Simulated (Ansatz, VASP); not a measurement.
## One calculation of In, two programs

Contents of INCAR:

```
SYSTEM = In
PREC     = Accurate       ! precision mode
ENCUT    = 520            ! plane-wave cutoff, eV
EDIFF    = 1E-7           ! SCF threshold, eV
ISMEAR   = 0              ! smearing method
SIGMA    = 0.1            ! smearing width, eV
LREAL    = .False.        ! projectors in reciprocal space
LASPH    = .True.         ! aspherical terms in the spheres
NELM     = 100            ! most SCF steps
ALGO     = Normal         ! electronic algorithm
ISIF     = 2              ! what is computed and relaxed
LWAVE    = .False.        ! write WAVECAR
LCHARG   = .True.         ! write CHGCAR
GGA      = PS             ! functional
LELF     = .True.         ! ELF
LVHAR    = .True.       
NBANDS   = 34             ! bands
```

The input KPOINTS:

```
Automatic mesh
0
Gamma
  15 15 4
  0 0 0
```

Contents of POSCAR:

```
In
1.0
    3.5033424680      0.0000000000      0.0000000000
   -1.7516712340      3.0339835754      0.0000000000
    0.0000000000      0.0000000000     11.2475722657
In
4
Direct
    0.0000000000      0.0000000000      0.0000000000
    0.3333333300      0.6666666700      0.2500000000
    0.0000000000      0.0000000000      0.5000000000
    0.6666666700      0.3333333300      0.7500000000
```

Input for Ansatz:

```yaml
crystal:
  lattice:
    - [3.503342468, 0.0, 0.0]
    - [-1.751671234, 3.0339835754, 0.0]
    - [0.0, 0.0, 11.2475722657]
  atoms:
    - { symbol: In, position: [0.0, 0.0, 0.0] }
    - { symbol: In, position: [0.33333333, 0.66666667, 0.25] }
    - { symbol: In, position: [0.0, 0.0, 0.5] }
    - { symbol: In, position: [0.66666667, 0.33333333, 0.75] }
basis:
  ecutwfc: 420
kpoints:
  mp_grid: { grid: [15, 15, 4] }
hamiltonian:
  xc: pbesol
scf:
  occupations: { method: gaussian, width: 0.1 }
output:
  forces: true
  stress: true
  eigenvalues: true
```

Alike in both runs: task single point; functional PBEsol; k mesh 15 × 15 × 4; occupations gaussian, width 0.1 eV; no spin polarisation.

|  | VASP | Ansatz |
| --- | --- | --- |
| version | VASP 6.6.1 | Ansatz 0.2.0 |
| potentials or method | VASP PAW PBE potentials, release 64 (In_d) | scalar-relativistic, plane waves, PAW |
| plane-wave cutoff (eV) | 520 | 420 |
| valence electrons in the cell | 52 | 52 |

Ansatz gave:

* gap on the k mesh at the Fermi level (eV): none
* pressure (GPa): -4.6
* largest component of the traceless stress (GPa): 0.18

Q: Which values does VASP return?

A: gap on the k mesh at the Fermi level (eV): none; pressure (GPa): -4.7; largest component of the traceless stress (GPa): 0.17.

A gap of «none» marks a metal or a gap that the smearing closes. The functional is the same, so the differences come from potentials, cutoffs and numerics.

Caveats: the PAW data sets were made with another functional, which shifts forces and pressure a little (VASP).
